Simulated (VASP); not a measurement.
# CsI (Pm-3m) in VASP: further runs

The runs below take CsI through single point, with PBE.

Program: VASP 6.6.1. These are calculated values, not measurements. Logs are shortened: lines on timing, memory, paths and dates and some standing lists are left out, and cuts for length are marked.

## Step 1: The crystal as given

The structure is cubic, space group Pm-3m (No. 221). Conventional cell: a = 4.666 Å, b = 4.666 Å, c = 4.666 Å, α = 90.00°, β = 90.00°, γ = 90.00°. Around Cs (site symmetry m-3m) lie 8 I at 4.04 Å. Around I (site symmetry m-3m) lie 8 Cs at 4.04 Å.

## Step 2: Single point, PBE

Contents of INCAR:

```
SYSTEM = CsI
ALGO     = Fast           ! electronic algorithm
EDIFF    = 1E-7           ! SCF threshold, eV
ENCUT    = 520            ! plane-wave cutoff, eV
GGA      = PE             ! functional
ISIF     = 2              ! what is computed and relaxed
ISMEAR   = 0              ! smearing method
LASPH    = .True.         ! aspherical terms in the spheres
LCHARG   = .True.         ! write CHGCAR
LELF     = .True.         ! ELF
LREAL    = .False.        ! projectors in reciprocal space
LVHAR    = .True.       
LWAVE    = .False.        ! write WAVECAR
NBANDS   = 15             ! bands
NELM     = 100            ! most SCF steps
PREC     = Accurate       ! precision mode
SIGMA    = 0.02           ! smearing width, eV
```

Contents of KPOINTS:

```
k-points
0
Gamma
  6 6 6
  0 0 0
```

Contents of POSCAR:

```
CsI
1.0
    4.6660144937      0.0000000000      0.0000000000
    0.0000000000      4.6660144937      0.0000000000
    0.0000000000      0.0000000000      4.6660144937
Cs I
1 1
Direct
    0.0000000000      0.0000000000      0.0000000000
    0.5000000000      0.5000000000      0.5000000000
```

Potentials or basis: VASP PAW PBE potentials, release 64 (Cs_sv, I).

Launch:

```sh
$ cat potpaw_PBE.64/Cs_sv/POTCAR potpaw_PBE.64/I/POTCAR > POTCAR
$ mpirun -np 1 vasp_std > vasp.out
```

OUTCAR:

```text
SYSTEM = CsI
   EDIFF = 1E-7
   ENCUT = 520
   GGA = PE
   ISIF = 2
   ISMEAR = 0
   LASPH = .True.
   LREAL = .False.
   NELM = 100
   PREC = Accurate

 ion  position               nearest neighbor table
   1  0.000  0.000  0.000-
   2  0.500  0.500  0.500-

  LATTYP: Found a simple cubic cell.
 ALAT       =     4.6660144937

  Lattice vectors:

 A1 = (   4.6660144937,   0.0000000000,   0.0000000000)
 A2 = (   0.0000000000,   4.6660144937,   0.0000000000)
 A3 = (   0.0000000000,   0.0000000000,   4.6660144937)

Analysis of symmetry for initial positions (statically):
=====================================================================
 Subroutine PRICEL returns:
 Original cell was already a primitive cell.

 Routine SETGRP: Setting up the symmetry group for a
 simple cubic supercell.

 Subroutine GETGRP returns: Found 48 space group operations
 (whereof 48 operations were pure point group operations)
 out of a pool of 48 trial point group operations.

The static configuration has the point symmetry O_h .

Analysis of symmetry for dynamics (positions and initial velocities):
=====================================================================
 Subroutine PRICEL returns:
 Original cell was already a primitive cell.

 Routine SETGRP: Setting up the symmetry group for a
 simple cubic supercell.

 Subroutine GETGRP returns: Found 48 space group operations
 (whereof 48 operations were pure point group operations)
 out of a pool of 48 trial point group operations.

The dynamic configuration has the point symmetry O_h .

 Subroutine INISYM returns: Found 48 space group operations
 (whereof 48 operations are pure point group operations),
 and found     1 'primitive' translations

----------------------------------------------------------------------------------------

                                     Primitive cell

  volume of cell :     101.5870

  direct lattice vectors                    reciprocal lattice vectors
     4.666014494  0.000000000  0.000000000     0.214315665  0.000000000  0.000000000
     0.000000000  4.666014494  0.000000000     0.000000000  0.214315665  0.000000000
     0.000000000  0.000000000  4.666014494     0.000000000  0.000000000  0.214315665

  length of vectors
     4.666014494  4.666014494  4.666014494     0.214315665  0.214315665  0.214315665

  position of ions in fractional coordinates (direct lattice)
     0.000000000  0.000000000  0.000000000
[... 84 lines left out ...]
   NELECT =      16.0000    total number of electrons
   NUPDOWN=      -1.0000    fix difference up-down
   EMIN   =  10.00;   EMAX   =-10.00  energy-range for DOS
   EFERMI =   0.00;   METHOD = LEGACY
   ISMEAR =     0;   SIGMA  =   0.02  broadening in eV -4-tet -1-fermi 0-gaus
   EFERMI_NEDOS =   21; number of points for ismear=-14 and -15
   IALGO  =     68    algorithm
   IMIX   =      4    mixing-type and parameters
     AMIX     =   0.40;   BMIX     =  1.00
     AMIX_MAG =   1.60;   BMIX_MAG =  1.00
  volume/ion in A,a.u.               =      50.79       342.77
  Fermi-wavevector in a.u.,A,eV,Ry     =   0.884101  1.670709 10.634794  0.781635
  Thomas-Fermi vector in A             =   2.004956
   LORBIT       =      0    0 simple, 1 ext, 2 COOP (PROOUT), +10 PAW based schemes
   GGA     = PE    functional components
   LHFCALC =     F    Hartree Fock is set to
   AEXX    =    0.0000 exact exchange contribution
   IVDW    =     0    specifies the selected vdW correction
   LEPSILON=     F    determine dielectric tensor
   LRPA    =     F    only Hartree local field effects (RPA)
 non-spin polarized calculation
 RMM-DIIS sequential band-by-band and
 Gauss-broadening in eV      SIGMA  =   0.02
  energy-cutoff  :      520.00
  volume of cell :      101.59
 maximum number of plane-waves:      2800
 NGX is ok and might be reduce to    36
   NGX = 17   NGY = 17   NGZ = 17

 number of electron      15.9999999 magnetization

 Free energy of the ion-electron system (eV)
  ---------------------------------------------------
  ext. energy  EPLUGINS =         0.00000000
  ---------------------------------------------------
  free energy    TOTEN  =        -5.44283755 eV

  energy without entropy =       -5.44283755  energy(sigma->0) =       -5.44283755

 E-fermi :   0.6164     XC(G=0):  -7.4957

 val. band max:        0.4451198948   @ k =   0.5000   0.5000   0.0000
 cond. band min:       4.1212952518   @ k =   0.0000   0.0000   0.0000
 fundamental gap:      3.6761753570
 Fermi energy:         0.6164179647

 k-point     1 :       0.0000    0.0000    0.0000
  band No.  band energies     occupation
      1     -20.0335      2.00000
      2     -10.1175      2.00000
      3      -6.7416      2.00000
      4      -6.7416      2.00000
      5      -6.7416      2.00000
      6       0.3488      2.00000
      7       0.3488      2.00000
      8       0.3488      2.00000
      9       4.1213      0.00000
     10       4.7138      0.00000
     11       4.7138      0.00000
     12       8.0641      0.00000
     13       8.0641      0.00000
     14       8.0641      0.00000
[... 329 lines left out ...]
      2      -9.8888      2.00000
      3      -6.9515      2.00000
      4      -6.9515      2.00000
      5      -6.9515      2.00000
      6      -0.7124      2.00000
      7      -0.7124      2.00000
      8      -0.7124      2.00000
      9       7.4194      0.00000
     10       7.4194      0.00000
     11       7.4194      0.00000
     12       8.0121      0.00000
     13       8.0121      0.00000
     14       8.0121      0.00000
     15       9.9076      0.00000

------------------------ aborting loop because EDIFF is reached ----------------------------------------

  FORCE on cell =-STRESS in cart. coord.  units (eV):
  Direction    XX          YY          ZZ          XY          YZ          ZX
  --------------------------------------------------------------------------------------
  -------------------------------------------------------------------------------------
  Total        0.0173206      0.0173206      0.0173206      0.0000000      0.0000000      0.0000000
  in kB        0.2731709      0.2731709      0.2731709      0.0000000      0.0000000      0.0000000
  external PRESSURE =       0.2731709 kB  Pullay stress =       0.0000000 kB

 VOLUME and BASIS-vectors are now :
 -----------------------------------------------------------------------------
  energy-cutoff  :      520.00
  volume of cell :      101.59
      direct lattice vectors                 reciprocal lattice vectors
     4.666014494  0.000000000  0.000000000     0.214315665  0.000000000  0.000000000
     0.000000000  4.666014494  0.000000000     0.000000000  0.214315665  0.000000000
     0.000000000  0.000000000  4.666014494     0.000000000  0.000000000  0.214315665

 POSITION                                       TOTAL-FORCE (eV/Angst)
 -----------------------------------------------------------------------------------
      0.00000      0.00000      0.00000         0.000000      0.000000      0.000000
      2.33301      2.33301      2.33301         0.000000      0.000000      0.000000
 -----------------------------------------------------------------------------------
    total drift:                               -0.000000      0.000000      0.000000

  FREE ENERGIE OF THE ION-ELECTRON SYSTEM (eV)
  ---------------------------------------------------
  free  energy   TOTEN  =        -5.4428375484 eV

  energy  without entropy=       -5.4428375484  energy(sigma->0) =       -5.44283755
```

It took 12 s on 1 thread of Intel Xeon 6975P-C (Granite Rapids), shared host; peak memory 0.21 GiB.

What came out:

| Property | Result |
| --- | --- |
| Free energy | -5.4428 eV |
| Pressure | 0.0 GPa |
| Band gap on the k mesh | 3.68 eV, indirect (least direct gap 3.77 eV) |

Levels at points of the mesh, in eV from the valence-band top:
```tsv
k point	band 5	band 6	band 7	band 8	band 9	band 10	band 11	band 12
(0.00, 0.00, 0.00)	-7.19	-0.10	-0.10	-0.10	3.68	4.27	4.27	7.62
(0.50, 0.00, 0.00)	-7.14	-1.41	-0.21	-0.21	5.21	6.22	6.44	6.85
(0.50, 0.50, 0.00)	-7.11	-0.81	-0.81	0.00	4.25	4.89	6.08	6.08
(0.50, 0.50, 0.50)	-7.40	-1.16	-1.16	-1.16	6.97	6.97	6.97	7.57
```

Caveat: spin-orbit coupling is left out, which moves the levels of the heavy elements. A k mesh can miss the band edges.

## Step 3: Single point, PBE

This run uses another cell than the first one, of 53.84 Å³/atom, 1.060 times its volume.

Contents of INCAR:

```
SYSTEM = CsI
PREC = Accurate ; ENCUT = 520
EDIFF = 1E-6 ; ISMEAR = 0
SIGMA = 0.02 ; LREAL = .FALSE.
LASPH = .TRUE. ; NELM = 100
ALGO = Normal ; ISIF = 2
LWAVE = .FALSE. ; LCHARG = .TRUE.
GGA = PE ; LELF = .TRUE.
LVHAR = .TRUE. ; NBANDS = 15
```

Contents of KPOINTS:

```
Automatic mesh
0
G
  6 6 6
  0 0 0
```

Contents of POSCAR:

```
CsI
1.0
    4.7575282074      0.0000000000      0.0000000000
    0.0000000000      4.7575282074      0.0000000000
    0.0000000000      0.0000000000      4.7575282074
Cs I
1 1
Direct
    0.0000000000      0.0000000000      0.0000000000
    0.5000000000      0.5000000000      0.5000000000
```

Potentials or basis: VASP PAW PBE potentials, release 64 (Cs_sv, I).

Launch:

```sh
$ cat potpaw_PBE.64/Cs_sv/POTCAR potpaw_PBE.64/I/POTCAR > POTCAR
$ mpirun -np 1 vasp_std > vasp.out
```

OUTCAR:

```text
SYSTEM = CsI
   PREC = Accurate
   ENCUT = 520
   EDIFF = 1E-6
   ISMEAR = 0
   LREAL = .FALSE.
   LASPH = .TRUE.
   NELM = 100
   ISIF = 2
   GGA = PE

 ion  position               nearest neighbor table
   1  0.000  0.000  0.000-
   2  0.500  0.500  0.500-

  LATTYP: Found a simple cubic cell.
 ALAT       =     4.7575282074

  Lattice vectors:

 A1 = (   4.7575282074,   0.0000000000,   0.0000000000)
 A2 = (   0.0000000000,   4.7575282074,   0.0000000000)
[... 539 lines left out ...]

------------------------ aborting loop because EDIFF is reached ----------------------------------------

  FORCE on cell =-STRESS in cart. coord.  units (eV):
  Direction    XX          YY          ZZ          XY          YZ          ZX
  --------------------------------------------------------------------------------------
  -------------------------------------------------------------------------------------
  Total       -0.3187884     -0.3187884     -0.3187884     -0.0000000     -0.0000000     -0.0000000
  in kB       -4.7431731     -4.7431731     -4.7431731     -0.0000000     -0.0000000     -0.0000000
  external PRESSURE =      -4.7431731 kB  Pullay stress =       0.0000000 kB

 VOLUME and BASIS-vectors are now :
 -----------------------------------------------------------------------------
  energy-cutoff  :      520.00
  volume of cell :      107.68
      direct lattice vectors                 reciprocal lattice vectors
     4.757528207  0.000000000  0.000000000     0.210193184  0.000000000  0.000000000
     0.000000000  4.757528207  0.000000000     0.000000000  0.210193184  0.000000000
     0.000000000  0.000000000  4.757528207     0.000000000  0.000000000  0.210193184

 POSITION                                       TOTAL-FORCE (eV/Angst)
 -----------------------------------------------------------------------------------
      0.00000      0.00000      0.00000         0.000000      0.000000      0.000000
      2.37876      2.37876      2.37876         0.000000      0.000000      0.000000
 -----------------------------------------------------------------------------------
    total drift:                               -0.000000      0.000000      0.000000

  FREE ENERGIE OF THE ION-ELECTRON SYSTEM (eV)
  ---------------------------------------------------
  free  energy   TOTEN  =        -5.4340211379 eV

  energy  without entropy=       -5.4340211379  energy(sigma->0) =       -5.43402114
```

It took 9.8 s on 1 thread of Intel Xeon 6975P-C (Granite Rapids), shared host; peak memory 0.22 GiB.

Results:

```yaml
Free_energy: -5.4340 eV
Pressure: -0.5 GPa
Band_gap_on_the_k_mesh: 3.52 eV, indirect (least direct gap 3.61 eV)
```

Levels at points of the mesh, in eV from the valence-band top:
```tsv
k point	band 5	band 6	band 7	band 8	band 9	band 10	band 11	band 12
(0.00, 0.00, 0.00)	-7.28	-0.10	-0.10	-0.10	3.52	4.33	4.33	7.49
(0.50, 0.00, 0.00)	-7.25	-1.28	-0.18	-0.18	5.21	5.99	6.19	6.87
(0.50, 0.50, 0.00)	-7.22	-0.76	-0.76	0.00	4.24	4.86	6.05	6.05
(0.50, 0.50, 0.50)	-7.46	-1.03	-1.03	-1.03	6.80	6.80	6.80	7.32
```

Caveat: spin-orbit coupling is left out, which moves the levels of the heavy elements. A k mesh can miss the band edges.
